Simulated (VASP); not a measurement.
Input of a VASP 6.6.1 run:

Contents of INCAR:

```
PREC = Accurate ; ENCUT = 520
EDIFF = 1E-6 ; ISMEAR = 0
SIGMA = 0.1 ; LREAL = F
LASPH = T ; NELM = 80
ALGO = Normal ; ISIF = 2
LWAVE = F ; LCHARG = F
LDIPOL = T ; IDIPOL = 3
DIPOL = 0.5 0.5 0.500 ; GGA = PE
IBRION = 2 ; NSW = 70
EDIFFG = -0.03
```

File KPOINTS:

```
Automatic mesh
0
Gamma
  9 9 1
```

Contents of POSCAR:

```
Ti
1.0
    3.2555055358      0.0000000000      0.0000000000
    0.0000000000      3.2555055358      0.0000000000
    0.0000000000      0.0000000000     18.8832583036
Ti
4
Selective dynamics
Direct
    0.5000000000      0.5000000000      0.3706987368  F F F
    0.0000000000      0.0000000000      0.4568995789  F F F
    0.5000000000      0.5000000000      0.5431004211  T T T
    0.0000000000      0.0000000000      0.6293012632  T T T
```

Potentials or basis: VASP PAW PBE potentials, release 64 (Ti_sv).

The run is started by

```console
$ cat potpaw_PBE.64/Ti_sv/POTCAR > POTCAR
$ mpirun -np 1 vasp_std > vasp.out
```

Question: Predict the band gap on the k mesh.

Answer: None (metal or under the smearing width).

Question: Predict the energy gained by relaxing.

Answer: 12.7 meV/atom.

Final structure:
```yaml
crystal:
  lattice:
    - [3.25551, 0.00000, 0.00000]
    - [0.00000, 3.25551, 0.00000]
    - [0.00000, 0.00000, 18.88326]
  atoms:
    - { symbol: Ti, position: [0.50000, 0.50000, 0.37070] }
    - { symbol: Ti, position: [0.00000, 0.00000, 0.45690] }
    - { symbol: Ti, position: [0.50000, 0.50000, 0.53762] }
    - { symbol: Ti, position: [0.00000, 0.00000, 0.61718] }
```
